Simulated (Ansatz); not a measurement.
## CdTe: enthalpy under pressure, worked through

Theory: Ansatz 0.2.0, DFT PBE, scalar-relativistic, plane waves, PAW. (420 eV cutoff, 10×10×10 k-mesh, Gaussian smearing of 0.02 eV, no spin polarisation)

Starting point, cell and atoms relaxed:

```yaml
crystal:
  lattice:
    - [0.00000, 3.30963, 3.30963]
    - [3.30963, 0.00000, 3.30963]
    - [3.30963, 3.30963, 0.00000]
  atoms:
    - { symbol: Cd, position: [0.00000, 0.00000, 0.00000] }
    - { symbol: Te, position: [0.25000, 0.25000, 0.25000] }
```

Cell and atoms were relaxed at each target pressure within the start's symmetry (F-43m), at zero temperature; other phases can be more stable under pressure. H = E + PV with P the target; E is the free energy at the smearing used, whose derivative the pressure is, per atom and counted from zero pressure.

Spin-orbit coupling is left out, which matters for the bands and energies of heavy elements.

```
P (GPa) V (Å³/atom) E − E0 (meV) H − H0 (meV)
      0       36.253           0.0           0.0
      2       34.484          10.2         440.7
      5       32.478          52.8        1066.3
     10       30.158         159.0        2041.3
     20       27.190         429.0        3823.2
     40       23.830        1036.9        6986.2
```

Thermodynamics gives dH/dP = V along a relaxed path. Integrate V over P by the trapezoid rule and compare with the computed enthalpies.

With 1 eV/Å³ = 160.22 GPa, each step adds the mean volume times ΔP / 160.22:
| P (GPa) | ∫V dP (meV) | H − H0 (meV) | difference (meV) |
| --- | --- | --- | --- |
| 2 | 441.5 | 440.7 | 0.8 |
| 5 | 1068.4 | 1066.3 | 2.1 |
| 10 | 2045.8 | 2041.3 | 4.5 |
| 20 | 3835.5 | 3823.2 | 12.3 |
| 40 | 7019.9 | 6986.2 | 33.7 |

V(P) curves upward, so the trapezoid rule runs high; integrating a smooth curve through the same points puts that excess at about 33.0 meV at 40 GPa, against the 33.7 meV found.

At 40 GPa, how much of the enthalpy change is stored energy and how much is the PV term?

E rises by 1037 meV/atom and PV is 40 × 23.830 / 160.22 = 5949 meV/atom, so PV makes 85 % of ΔH. So between rival structures at high pressure a small difference in volume can outweigh the difference in energy: 1 % of this volume is worth 59.5 meV/atom at this pressure.

What bulk modulus do the lowest pressures give?

From the pressures that the runs reached, -2.04 GPa (38.795 Å³) and 1.96 GPa (34.484 Å³), B = −ΔP/Δln V = 4.00 / 0.1178 = 34 GPa, a mean over that range.

The gap is 0.391 eV at -2.04 GPa and 0.733 eV at 1.96 GPa. What pressure coefficient and volume deformation potential follow?

dE_g/dP = 85.5 meV/GPa, and a_V = dE_g/d ln V = −B dE_g/dP = -2.90 eV. If the edges move to other points of the zone within the range, this is a mean of two slopes. Gaps are Kohn–Sham gaps over the whole zone.